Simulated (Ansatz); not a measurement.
# In3Se: the cost of one run

Computed with Ansatz 0.2.0 (DFT r2SCAN, scalar-relativistic, plane waves, PAW, unless a step's input says otherwise).

1 further run of the same task is left out (it didn't finish).

**1. The starting structure**

Symmetry: Pm-3m, No. 221, cubic system. Conventional cell: a = 4.804 Å, b = 4.804 Å, c = 4.804 Å, α = 90.00°, β = 90.00°, γ = 90.00°. In (site symmetry 4/mmm) is surrounded by 8 In at 3.40 Å and 4 Se at 3.40 Å. Se (site symmetry m-3m) is surrounded by 12 In at 3.40 Å.

Structure file:

```cif
data_structure
_symmetry_space_group_name_H-M 'Pm-3m'
_symmetry_Int_Tables_number 221
_cell_length_a 4.8038
_cell_length_b 4.8038
_cell_length_c 4.8038
_cell_angle_alpha 90.000
_cell_angle_beta 90.000
_cell_angle_gamma 90.000
_cell_volume 110.85
loop_
_atom_site_label
_atom_site_type_symbol
_atom_site_symmetry_multiplicity
_atom_site_Wyckoff_symbol
_atom_site_fract_x
_atom_site_fract_y
_atom_site_fract_z
_atom_site_occupancy
In1 In 3 c 0.00000 0.50000 0.50000 1
Se1 Se 1 a 0.00000 0.00000 0.00000 1
```

This is candidate A: structure listed in a database for this formula (Pm-3m, No. 221).

(A quick probe on a coarse mesh, which set the mesh and smearing, is not shown.)

**3. The relaxation (candidate A)**

File input.yaml:

```yaml
crystal:
  lattice:
    - [4.803758, 0.0, 0.0]
    - [0.0, 4.803758, 0.0]
    - [0.0, 0.0, 4.803758]
  atoms:
    - { symbol: In, position: [0.0, 0.5, 0.5] }
    - { symbol: In, position: [0.5, 0.0, 0.5] }
    - { symbol: In, position: [0.5, 0.5, 0.0] }
    - { symbol: Se, position: [0.0, 0.0, 0.0] }
basis:
  ecutwfc: 500
kpoints:
  mp_grid: { grid: [10, 10, 10] }
hamiltonian:
  xc: r2scan
scf:
  occupations: { method: gaussian, width: 0.1 }
output:
  forces: true
  stress: true
  eigenvalues: true
  write_density: true
  write_potential: true
  elf: true
  volumetric_format: npy
relax:
  adjacent_minimum: "off"
  f_tol: 0.01
  max_steps: 80
  cell: { stress_tol: 0.05 }
```

The run is started by

```
$ ansatz run input.yaml --threads 1 --pin off --max-ram 3072MiB --backend cpu --events-out ev --progress --plain --runs-dir out
```

**Question.** How long does this run take on 1 thread of Arm Neoverse V2, shared host, and how much memory does it need?

About 2.2 min, with a peak of 0.71 GiB.
